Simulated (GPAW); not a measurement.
# MnS (Fm-3m) in GPAW: further runs

The runs below take MnS through relaxation of cell and atoms, with BLYP+D3(BJ), BLYP+D4.

All numbers are computed with GPAW 26.7.0; they aren't measurements. Logs are shortened: lines on timing, memory, paths and dates and some standing lists are left out, and cuts for length are marked. The log counts tension as positive stress, the text compression.

**1. The structure**

The structure is cubic, space group Fm-3m (No. 225). Conventional cell: a = 5.209 Å, b = 5.209 Å, c = 5.209 Å, α = 90.00°, β = 90.00°, γ = 90.00°. Mn (site symmetry m-3m) is surrounded by 6 S at 2.60 Å. S (site symmetry m-3m) is surrounded by 6 Mn at 2.60 Å.

**2. Relaxation of cell and atoms, BLYP+D3(BJ), collinear spin, ferromagnetic start**

run.py reads:

```python
from ase import Atoms
from ase.calculators.mixing import SumCalculator
from ase.filters import FrechetCellFilter
from ase.io import write
from ase.optimize import LBFGS
from dftd3.ase import DFTD3
from gpaw import GPAW, PW, setup_paths

setup_paths.insert(0, '.')

atoms = Atoms(['Mn', 'S'],
              cell=[[0.0, 2.6045, 2.6045],
                    [2.6045, 0.0, 2.6045],
                    [2.6045, 2.6045, 0.0]],
              scaled_positions=[[0.0, 0.0, 0.0],
                                [0.5, 0.5, 0.5]],
              pbc=True)
atoms.set_initial_magnetic_moments([4.0, 0.0])

calc = GPAW(mode=PW(600),
            xc='BLYP',
            kpts={'size': (9, 9, 9), 'gamma': True},
            occupations={'name': 'fermi-dirac', 'width': 0.05},
            nbands=21,
            convergence={'density': 1e-05, 'forces': 0.0001},
            eigensolver='davidson',
            maxiter=150,
            txt='gpaw.txt')
atoms.calc = SumCalculator([calc, DFTD3(method='blyp', damping='d3bj')])
opt = LBFGS(FrechetCellFilter(atoms), trajectory='relax.traj', logfile='-')
done = opt.run(fmax=0.05, steps=40)
calc.write('gs.gpw')
write('result.traj', atoms)
print('Converged:', done)
print('Cell:', atoms.cell.cellpar().round(4))
print('Volume:', round(atoms.get_volume(), 4))
print(atoms.get_scaled_positions().round(5))
```

Potentials or basis: PAW data sets generated in the run's folder for this functional, pw.

The run is started by

```bash
$ gpaw-setup -f BLYP Mn S
$ OMP_NUM_THREADS=1 python run.py
```

gpaw.txt:

```text
__  _  _
 | _ |_)|_||  |
 |__||  | ||/\| - 26.7.0

Input parameters:
  mode=PW(ecut=600.0),
  convergence={'density': 1e-05, 'forces': 0.0001},
  eigensolver=Davidson(niter=2),
  kpts=MonkhorstPack(size=(9, 9, 9), gamma=True),
  maxiter=150,
  nbands=21,
  occupations=Occupations(name='fermi-dirac', width=0.05),
  xc=XC(name='BLYP')

Diagonalizing LCAO Hamiltonian
Converting LCAO to pw mode

               S

       Mn

Atoms  # Å, Bohr magnetons
|   | symbol |        x |        y |        z |    initial magnetic moments |
|---|--------|----------|----------|----------|-----------------------------|
| 0 |     Mn | 0.000000 | 0.000000 | 0.000000 | ( 0.0000,  0.0000,  4.0000) |
| 1 |      S | 2.604500 | 2.604500 | 2.604500 | ( 0.0000,  0.0000,  0.0000) |
[... 194 lines left out ...]
SCF iterations
|iter     | |      energy | eigst |  dens |force |  magmom |
|---------|-|-------------|-------|-------|------|---------|
|iter:   1| |  -13.084129 | +0.03 |       |      |  +4.0041|
|iter:   2| |  -13.081211 | -1.03 | -1.10 |      |  +4.0274|
|iter:   3| |  -13.088305c| -1.60 | -1.13 |      |  +4.3850|
|iter:   4| |  -13.099804 | -2.28 | -1.65 |      |  +4.4080|
|iter:   5| |  -13.042603 | -2.82 | -1.59 |      |  +4.4563|
|iter:   6| |  -13.047833 | -3.37 | -2.05 |      |  +4.5914|
|iter:   7| |  -13.047884c| -4.96 | -2.73 |      |  +4.6038|
|iter:   8| |  -13.047945c| -5.31 | -3.02 |      |  +4.6174|
|iter:   9| |  -13.047941c| -6.58 | -3.91 |      |  +4.6181|
|iter:  10| |  -13.047942c| -8.09c| -4.41 |      |  +4.6182|
|iter:  11| |  -13.047942c| -8.75c| -4.91 |      |  +4.6182|
|iter:  12| |  -13.047942c|-10.00c| -5.81c|      |  +4.6182|
|iter:  13| |  -13.047942c|-10.68c| -6.21c|-24.35c|  +4.6182|
[... 53 lines left out ...]
Stress tensor  # eV/Ang^3
|         x |         y |         z |
|-----------|-----------|-----------|
| -0.007382 |  0.000000 |  0.000000 |
|  0.000000 | -0.007382 |  0.000000 |
|  0.000000 |  0.000000 | -0.007382 |

Forces  # eV/Ang
|       x |       y |        z |
|---------|---------|----------|
| 0.00000 | 0.00000 |  0.00000 |  # Mn   0
| 0.00000 | 0.00000 | -0.00000 |  # S    1

Interpolating wave functions to new cell

               S
[... 286 lines left out ...]
       Mn

Atoms  # Å, Bohr magnetons
|   | symbol |        x |        y |         z |    initial magnetic moments |
|---|--------|----------|----------|-----------|-----------------------------|
| 0 |     Mn | 0.000000 | 0.000000 | -0.000000 | ( 0.0000,  0.0000,  4.0461) |
| 1 |      S | 2.451998 | 2.451998 |  2.451998 | ( 0.0000,  0.0000,  0.1180) |

Unit cell  # Å
| periodic |        x |        y |         z |  lengths |    angles |
|----------|----------|----------|-----------|----------|-----------|
|      yes | 0.000000 | 2.451998 |  2.451998 | 3.467648 | 60.000000 |
|      yes | 2.451998 | 0.000000 |  2.451998 | 3.467648 | 60.000000 |
|      yes | 2.451998 | 2.451998 | -0.000000 | 3.467648 | 60.000000 |
[... 271 lines left out ...]
       Mn

Atoms  # Å, Bohr magnetons
|   | symbol |        x |        y |         z |    initial magnetic moments |
|---|--------|----------|----------|-----------|-----------------------------|
| 0 |     Mn | 0.000000 | 0.000000 | -0.000000 | ( 0.0000,  0.0000,  3.5574) |
| 1 |      S | 2.503987 | 2.503987 |  2.503987 | ( 0.0000,  0.0000,  0.0755) |

Unit cell  # Å
[... 2190 lines left out ...]
|iter:  11| |  -12.720112c| -9.94c| -5.55c|-24.91c|  +3.7659|

Converged in 11 steps
Energy contributions relative to reference atoms: (reference = -42385.203710)

Energy contributions:
  Kinetic:          25.387271
  Coulomb:         -20.483287
  Zero:              0.164629
  External:          0.000000
  Xc:              -17.782953
  Entropy:          -0.011545
  Spinorbit:         0.000000
  ----------------------------
  Free energy:     -12.725885
  Extrapolated:    -12.720112
[... 321 lines left out ...]
Stress tensor  # eV/Ang^3
|         x |         y |         z |
|-----------|-----------|-----------|
| -0.116458 | -0.000000 | -0.000000 |
| -0.000000 | -0.116458 |  0.000000 |
| -0.000000 |  0.000000 | -0.116458 |

Forces  # eV/Ang
|        x |       y |        z |
|----------|---------|----------|
| -0.00000 | 0.00000 | -0.00000 |  # Mn   0
| -0.00000 | 0.00000 | -0.00000 |  # S    1

Interpolating wave functions to new cell

               S

       Mn

Atoms  # Å, Bohr magnetons
|   | symbol |        x |        y |        z |    initial magnetic moments |
|---|--------|----------|----------|----------|-----------------------------|
| 0 |     Mn | 0.000000 | 0.000000 | 0.000000 | ( 0.0000,  0.0000,  3.3702) |
| 1 |      S | 2.534624 | 2.534624 | 2.534624 | ( 0.0000,  0.0000,  0.0737) |

Unit cell  # Å
| periodic |         x |        y |        z |  lengths |    angles |
|----------|-----------|----------|----------|----------|-----------|
|      yes | -0.000000 | 2.534624 | 2.534624 | 3.584500 | 60.000000 |
|      yes |  2.534624 | 0.000000 | 2.534624 | 3.584500 | 60.000000 |
|      yes |  2.534624 | 2.534624 | 0.000000 | 3.584500 | 60.000000 |

Number of symmetries: 48
Symmetry operations  # r_c * U_cc + t_c -> r_c
|    | kind |            matrix            |
|----|------|------------------------------|
|  0 |  σ   |  1, 0, 0,  1, 0,-1,  1,-1, 0 |
|  1 |  C2  |  1, 0, 0,  1,-1, 0,  1, 0,-1 |
|  2 |  E   |  1, 0, 0,  0, 1, 0,  0, 0, 1 |
|  3 |  σ   |  1, 0, 0,  0, 0, 1,  0, 1, 0 |
|  4 |  C4  |  1, 0,-1,  1, 0, 0,  1,-1, 0 |
|  5 |  S6  |  1, 0,-1,  1,-1, 0,  1, 0, 0 |
|  6 |  σ   |  1, 0,-1,  0, 1,-1,  0, 0,-1 |
|  7 |  C3  |  1, 0,-1,  0, 0,-1,  0, 1,-1 |
|  8 |  S6  |  1,-1, 0,  1, 0, 0,  1, 0,-1 |
[... 524 lines left out ...]
Stress tensor  # eV/Ang^3
|         x |         y |         z |
|-----------|-----------|-----------|
| -0.051551 |  0.000000 | -0.000000 |
|  0.000000 | -0.051551 | -0.000000 |
| -0.000000 | -0.000000 | -0.051551 |

Forces  # eV/Ang
|        x |        y |       z |
|----------|----------|---------|
| -0.00000 | -0.00000 | 0.00000 |  # Mn   0
|  0.00000 | -0.00000 | 0.00000 |  # S    1

Interpolating wave functions to new cell

               S
[... 92 lines left out ...]
Plane wave coefficients: 1073
Cutoff: 600.0 eV

Spin-components: 2 (collinear spins)
Bands:           21
Projectors:   
[... cut ...]
|  8 |  S6  |  1,-1, 0,  1, 0, 0,  1, 0,-1 |
|  9 |  C4  |  1,-1, 0,  1, 0,-1,  1, 0, 0 |
| 10 |  C3  |  1,-1, 0,  0,-1, 1,  0,-1, 0 |
| 11 |  σ   |  1,-1, 0,  0,-1, 0,  0,-1, 1 |
| 12 |  σ   |  0, 1, 0,  1, 0, 0,  0, 0, 1 |
| 13 |  C4  |  0, 1, 0,  0, 1,-1, -1, 1, 0 |
| 14 |  C3  |  0, 1, 0,  0, 0, 1,  1, 0, 0 |
| 15 |  S6  |  0, 1, 0, -1, 1, 0,  0, 1,-1 |
| 16 |  C2  |  0, 1,-1,  1, 0,-1,  0, 0,-1 |
| 17 |  σ   |  0, 1,-1,  0, 1, 0, -1, 1, 0 |
| 18 |  S4  |  0, 1,-1,  0, 0,-1,  1, 0,-1 |
| 19 |  C4  |  0, 1,-1, -1, 1, 0,  0, 1, 0 |
| 20 |  C3  |  0, 0, 1,  1, 0, 0,  0, 1, 0 |
| 21 |  σ   |  0, 0, 1,  0, 1, 0,  1, 0, 0 |
| 22 |  S6  |  0, 0, 1,  0,-1, 1, -1, 0, 1 |
| 23 |  C4  |  0, 0, 1, -1, 0, 1,  0,-1, 1 |
| 24 |  S4  |  0, 0,-1,  1, 0,-1,  0, 1,-1 |
[... 1357 lines left out ...]
Forces  # eV/Ang
|        x |        y |        z |
|----------|----------|----------|
| -0.00000 |  0.00000 | -0.00000 |  # Mn   0
| -0.00000 | -0.00000 |  0.00000 |  # S    1

# Writing to gs.gpw (mode='')
```

stdout:

```text
Step          Energy          fmax
LBFGS:    0      -14.869134        0.791059
LBFGS:    1      -14.893939        0.716979
LBFGS:    2      -14.340405        0.446297
LBFGS:    3      -14.954218        8.472698
LBFGS:    4      -14.337074        0.478837
LBFGS:    5      -14.332966        0.515319
LBFGS:    6      -14.380592        3.858714
LBFGS:    7      -14.322965        0.590896
LBFGS:    8      -14.307449        0.677756
LBFGS:    9      -14.964867        6.327056
LBFGS:   10      -14.291424        0.742762
LBFGS:   11      -14.270113        0.816009
LBFGS:   12      -14.967291        0.465386
LBFGS:   13      -14.364703        0.646728
LBFGS:   14      -14.986943        0.379527
LBFGS:   15      -14.973455        4.496492
LBFGS:   16      -14.987652        0.362206
LBFGS:   17      -14.988232        0.340906
LBFGS:   18      -14.922808       14.172136
LBFGS:   19      -14.988449        0.330944
LBFGS:   20      -14.988641        0.320290
LBFGS:   21      -14.979383        3.163677
LBFGS:   22      -14.989147        0.283397
LBFGS:   23      -14.989516        0.243016
LBFGS:   24      -14.989463        0.467269
LBFGS:   25      -14.990056        0.115488
LBFGS:   26      -14.990137        0.044480
Converged: True
Cell: [ 3.5503  3.5503  3.5503 60.     60.     60.    ]
Volume: 31.6438
[[0.  0.  1. ]
 [0.5 0.5 0.5]]
```

Run time: 13 min. Hardware: 1 thread of Arm Neoverse V1, shared host; peak memory 0.5 GiB.

Results:

| Property | Result |
| --- | --- |
| Free energy | -14.9967 eV |
| Relaxed volume | 15.82 Å³/atom |
| Relaxed cell | a = 3.550 Å, b = 3.550 Å, c = 3.550 Å, α = 60.00°, β = 60.00°, γ = 60.00° |
| Space group after relaxing (to 0.05 Å) | Fm-3m (No. 225) |
| Energy gained by relaxing | 60.5 meV/atom |
| Ionic steps | 27 |
| Pressure after relaxing | -0.5 GPa |
| Band gap on the k mesh | none (metal or under the smearing width) |
| Net moment | 4.11 μB per cell |
| Site moments | Mn +3.73; S +0.08 μB |
| Dispersion energy per atom | -1.017 eV |

The path:
| step | energy change (eV) | largest force (eV/Å) | pressure (GPa) | volume (Å³) |
| --- | --- | --- | --- | --- |
| 1 | 0.0000 | 0.0000 | -7.17 | 35.33 |
| 2 | -0.0248 | 0.0000 | -6.61 | 34.74 |
| 3 | 0.5287 | 0.0000 | 4.85 | 29.48 |
| 4 | -0.0851 | 0.0000 | 86.46 | 31.40 |
| 5 | 0.5321 | 0.0000 | 5.22 | 29.38 |
| 6 | 0.5362 | 0.0000 | 5.64 | 29.26 |
| 7 | 0.4885 | 0.0000 | 39.94 | 30.96 |
| 8 | 0.5462 | 0.0000 | 6.53 | 29.01 |
| 9 | 0.5617 | 0.0000 | 7.57 | 28.67 |
| 10 | -0.0957 | 0.0000 | 64.52 | 31.42 |
| 11 | 0.5777 | 0.0000 | 8.39 | 28.36 |
| 12 | 0.5990 | 0.0000 | 9.35 | 27.98 |
| 13 | -0.0982 | 0.0000 | -4.58 | 32.57 |
| 14 | 0.5044 | 0.0000 | 6.72 | 30.82 |
| 15 | -0.1178 | 0.0000 | -3.82 | 31.82 |
| 16 | -0.1043 | 0.0000 | 45.82 | 31.45 |
| 17 | -0.1185 | 0.0000 | -3.65 | 31.79 |
| 18 | -0.1191 | 0.0000 | -3.44 | 31.77 |
| 19 | -0.0537 | 0.0000 | 144.83 | 31.36 |
| 20 | -0.1193 | 0.0000 | -3.34 | 31.76 |
| 21 | -0.1195 | 0.0000 | -3.23 | 31.75 |
| 22 | -0.1102 | 0.0000 | 32.21 | 31.47 |
| 23 | -0.1200 | 0.0000 | -2.86 | 31.72 |
| 24 | -0.1204 | 0.0000 | -2.46 | 31.70 |
| 25 | -0.1203 | 0.0000 | 4.74 | 31.58 |
| 26 | -0.1209 | 0.0000 | -1.17 | 31.66 |
| 27 | -0.1210 | 0.0000 | -0.45 | 31.64 |

Final structure:
```cif
data_structure
_symmetry_space_group_name_H-M 'P 1'
_symmetry_Int_Tables_number 1
_cell_length_a 3.5503
_cell_length_b 3.5503
_cell_length_c 3.5503
_cell_angle_alpha 60.000
_cell_angle_beta 60.000
_cell_angle_gamma 60.000
_cell_volume 31.64
loop_
_atom_site_label
_atom_site_type_symbol
_atom_site_fract_x
_atom_site_fract_y
_atom_site_fract_z
_atom_site_occupancy
Mn1 Mn 0.00000 0.00000 0.00000 1
S1 S 0.50000 0.50000 0.50000 1
```

Levels at points of the mesh, in eV from the Fermi level:
Spin up:
| k point | band 11 | band 12 | band 13 | band 14 | band 15 | band 16 |
| --- | --- | --- | --- | --- | --- | --- |
| (0.00, 0.00, 0.00) | -2.11 | -2.11 | -2.11 | 2.75 | 9.03 | 9.03 |
Spin down:
```csv
k point,band 7,band 8,band 9,band 10,band 11,band 12
"(0.00, 0.00, 0.00)",-1.97,-1.97,-0.22,-0.22,-0.22,-0.15
```

Caveat: each step starts from the last one's moments, so a moment once lost doesn't come back; later steps reuse the first step's grids; the volume moved by -10 % from the deposited cell, more than functionals usually miss; a cell with one magnetic atom can't hold antiferromagnetic order, which such compounds often take; semilocal functionals often make such compounds metallic where correlation or magnetic order opens a gap, which also shifts bond lengths; pairwise dispersion overbinds metals, which lowers pressure and volume.

**3. Relaxation of cell and atoms, BLYP+D4, collinear spin, ferromagnetic start**

run.py reads:

```python
from ase.calculators.mixing import SumCalculator
from ase.filters import FrechetCellFilter
from ase.io import read, write
from ase.optimize import LBFGS
from dftd4.ase import DFTD4
from gpaw import GPAW, PW, setup_paths

setup_paths.insert(0, '.')

atoms = read('MnS.xyz')
atoms.set_initial_magnetic_moments([4.0, 0.0])

calc = GPAW(mode=PW(600),
            xc='BLYP',
            kpts={'size': (9, 9, 9), 'gamma': True},
            occupations={'name': 'fermi-dirac', 'width': 0.05},
            nbands=21,
            convergence={'density': 1e-05, 'forces': 0.0001},
            eigensolver='davidson',
            maxiter=150,
            txt='gpaw.txt')
atoms.calc = SumCalculator([calc, DFTD4(method='blyp')])
opt = LBFGS(FrechetCellFilter(atoms), trajectory='relax.traj', logfile='-')
done = opt.run(fmax=0.02, steps=60)
calc.write('gs.gpw')
write('result.traj', atoms)
print('Converged:', done)
print('Cell:', atoms.cell.cellpar().round(4))
print('Volume:', round(atoms.get_volume(), 4))
print(atoms.get_scaled_positions().round(5))
```

MnS.xyz reads:

```xyz
2
Lattice="0.0000000000 2.6045000000 2.6045000000 2.6045000000 0.0000000000 2.6045000000 2.6045000000 2.6045000000 0.0000000000" Properties=species:S:1:pos:R:3 pbc="T T T"
Mn     0.0000000000      0.0000000000      0.0000000000
S      2.6045000000      2.6045000000      2.6045000000
```

Potentials or basis: PAW data sets generated in the run's folder for this functional, pw.

The run is started by

```bash
$ gpaw-setup -f BLYP Mn S
$ OMP_NUM_THREADS=1 python run.py
```

Run time: 4.9 min. Hardware: 1 thread of Arm Neoverse V1, shared host; peak memory 0.36 GiB.

Results (log left out):

```yaml
Free_energy: -14.6847 eV
Relaxed_volume: 15.32 Å³/atom
Relaxed_cell: a = 3.512 Å, b = 3.512 Å, c = 3.512 Å, α = 60.00°, β = 60.00°, γ = 60.00°
Space_group_after_relaxing_to_0.05_Å: Fm-3m (No. 225)
Energy_gained_by_relaxing: 44.2 meV/atom
Ionic_steps: 5
Pressure_after_relaxing: -0.1 GPa
Band_gap_on_the_k_mesh: none (metal or under the smearing width)
Net_moment: 3.98 μB per cell
Site_moments: Mn +3.62; S +0.07 μB
Dispersion_energy_per_atom: -0.885 eV
```

The path:
| step | energy change (eV) | largest force (eV/Å) | pressure (GPa) | volume (Å³) |
| --- | --- | --- | --- | --- |
| 1 | 0.0000 | 0.0000 | -5.54 | 35.33 |
| 2 | -0.0146 | 0.0000 | -5.06 | 34.88 |
| 3 | -0.0872 | 0.0000 | -0.80 | 30.94 |
| 4 | -0.0880 | 0.0000 | 0.78 | 30.34 |
| 5 | -0.0884 | 0.0000 | -0.07 | 30.63 |

Final structure:
```xyz
2
Lattice="0.0000 2.4834 2.4834 2.4834 0.0000 2.4834 2.4834 2.4834 0.0000" Properties=species:S:1:pos:R:3 pbc="T T T"
Mn    0.0000    0.0000    0.0000
S     2.4834    2.4834    2.4834
```

Levels at points of the mesh, in eV from the Fermi level:
Spin up:
| k point | band 11 | band 12 | band 13 | band 14 | band 15 | band 16 |
| --- | --- | --- | --- | --- | --- | --- |
| (0.00, 0.00, 0.00) | -2.12 | -2.12 | -2.12 | 3.07 | 9.13 | 9.13 |
Spin down:
```csv
k point,band 5,band 6,band 7,band 8,band 9,band 10,band 11,band 12
"(0.00, 0.00, 0.00)",-15.41,-1.99,-1.99,-1.99,-0.31,-0.31,-0.31,-0.23
```

Caveat: each step starts from the last one's moments, so a moment once lost doesn't come back; later steps reuse the first step's grids; the volume moved by -13 % from the deposited cell, more than functionals usually miss; a cell with one magnetic atom can't hold antiferromagnetic order, which such compounds often take; semilocal functionals often make such compounds metallic where correlation or magnetic order opens a gap, which also shifts bond lengths; pairwise dispersion overbinds metals, which lowers pressure and volume. With open d or f shells a metallic result of BLYP can be an artefact of self-interaction; +U or a hybrid may open a gap.
